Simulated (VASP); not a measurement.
Write the native input for VASP 6.6.1 that does the following.

```yaml
Task: single point
Functional: PBE
Potentials_or_basis: VASP PAW PBE potentials, release 64 (Hf_pv, B)
Cutoff: 520 eV
k_mesh: 12 × 12 × 6
Occupations: gaussian, width 0.1 eV
Spin: no spin polarisation
Dipole_correction: no
Further_INCAR_settings: ALGO = Fast; EDIFF = 1e-06; NBANDS = 25
```

The structure of HfB2 lies in POSCAR:

```
HfB2
1.0
    2.9385478054      0.0000000000      0.0000000000
    0.0000000000      2.9385478054      0.0000000000
    0.0000000000      0.0000000000      8.1272107335
Hf B
2 4
Direct
    0.0000000000      0.0000000000      0.0000000000
    0.5000000000      0.5000000000      0.5000000000
    0.0000000000      0.5000000000      0.2499928033
    0.0000000000      0.5000000000      0.7499928033
    0.5000000000      0.0000000000      0.2500071967
    0.5000000000      0.0000000000      0.7500071967
```

The cell was built by a generator and needn't be a form met in nature.

One way to write it, as run:

INCAR

```
SYSTEM = HfB2
PREC = Accurate
ENCUT = 520
EDIFF = 1E-6
ISMEAR = 0
SIGMA = 0.1
LREAL = .FALSE.
LASPH = .TRUE.
NELM = 100
ALGO = Fast
ISIF = 2
LWAVE = .FALSE.
LCHARG = .FALSE.
GGA = PE
NBANDS = 25
```

KPOINTS

```
Automatic mesh
0
G
  12 12 6
  0 0 0
```

Potentials or basis: VASP PAW PBE potentials, release 64 (Hf_pv, B).

Launch:

```console
$ cat potpaw_PBE.64/Hf_pv/POTCAR potpaw_PBE.64/B/POTCAR > POTCAR
$ mpirun -np 1 vasp_std > vasp.out
```

Results of the run:

```json
{
  "Pressure": "0.0 GPa",
  "Band gap on the k mesh": "none (metal or under the smearing width)"
}
```

It took 2.7 min on 1 thread of Intel(R) Xeon(R) Platinum 8488C (Sapphire Rapids), on a shared host, peak memory 0.29 GiB.
